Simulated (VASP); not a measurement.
Write the native input for VASP 6.6.1 that does the following.

```
Task                   : single point
Functional             : PBE
Potentials or basis    : VASP PAW PBE potentials, release 64 (Na_pv)
Cutoff                 : 520 eV
k mesh                 : 10 × 10 × 10
Occupations            : fermi-dirac, width 0.05 eV
Spin                   : no spin polarisation
Further INCAR settings : ALGO = Normal; EDIFF = 1e-07; NBANDS = 10
```

The structure of Na lies in POSCAR:

```
Na
1.0
   -1.9082560000      1.9483660000      2.6226900000
    1.8556030000     -1.9253450000      2.5685080000
    1.8968950000      1.9139850000     -2.6062080000
Na
1
Direct
   -0.0019830000     -0.0049790000     -0.0170240000
```

This isn't the form of Na at room conditions, which is bcc.

The cell isn't the ideal one: cell strained at random at fixed volume.

The input as run:

INCAR

```
SYSTEM = Na
ALGO = Normal
EDIFF = 1E-7
ENCUT = 520
GGA = PE
ISIF = 2
ISMEAR = -1
LASPH = .TRUE.
LCHARG = .FALSE.
LREAL = .FALSE.
LWAVE = .FALSE.
NBANDS = 10
NELM = 60
PREC = Accurate
SIGMA = 0.05
```

KPOINTS

```
k-points
0
G
  10 10 10
  0 0 0
```

Potentials or basis: VASP PAW PBE potentials, release 64 (Na_pv).

Launch:

```bash
$ cat potpaw_PBE.64/Na_pv/POTCAR > POTCAR
$ mpirun -np 1 vasp_std > vasp.out
```

Results of the run:

```yaml
Pressure: -0.1 GPa
Band_gap_on_the_k_mesh: none (metal or under the smearing width)
```

Wall time 61 s on 1 thread of Intel(R) Xeon(R) Platinum 8559C (Emerald Rapids), with other jobs on the host, peak memory 0.26 GiB.
